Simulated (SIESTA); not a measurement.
Runs of SIESTA 5.4.2 on Pb. It takes space group Fd-3m (No. 227, cubic). The conventional cell has a = 6.878 Å, b = 6.878 Å, c = 6.878 Å, α = 90.00°, β = 90.00°, γ = 90.00°. Pb (site symmetry -43m) is surrounded by 4 Pb at 2.98 Å. This isn't the form of Pb at room conditions, which is fcc.

```csv
task,level,potentials or basis,cell,optimiser,force tolerance,displacement,grid cutoff,gap on the mesh (eV),pressure (GPa),relaxed volume (Å³/atom)
relaxation of cell and atoms,PBE,"PseudoDojo 0.4 standard (PBE files), DZP (energy shift 0.003 Ry; two zetas on semicore shells)",relaxed,CG,0.02 eV/Å,-,500 Ry,none,0.0,44.70
relaxation of cell and atoms,PBE,"PseudoDojo 0.4 standard (PBE files), DZDP (energy shift 0.003 Ry; two zetas on semicore shells)",relaxed,CG,0.02 eV/Å,-,500 Ry,none,0.0,45.24
relaxation of cell and atoms,PBE,"PseudoDojo 0.4 standard (PBE files), TZP (energy shift 0.003 Ry; two zetas on semicore shells)",relaxed,CG,0.02 eV/Å,-,500 Ry,none,0.1,44.45
relaxation of cell and atoms,PBE,"PseudoDojo 0.4 standard (PBE files), DZ (energy shift 0.003 Ry; two zetas on semicore shells)",relaxed,CG,0.02 eV/Å,-,500 Ry,none,0.0,(a)
```

Alike in all rows: no spin polarisation; k mesh 5 × 5 × 5; smearing fermi-dirac 0.05 eV; energy shift 0.003 Ry.

**Question.** Estimate the missing entries.

**Answer.** (a) 44.09.

Caveats: the basis of atomic orbitals isn't converged, which shifts pressures, moduli and gaps; the basis has no polarisation orbitals (some runs).

A k mesh can miss the band edges, and the runs leave out spin-orbit coupling on Pb.

A gap of «none» marks a metal or a gap under the smearing width.
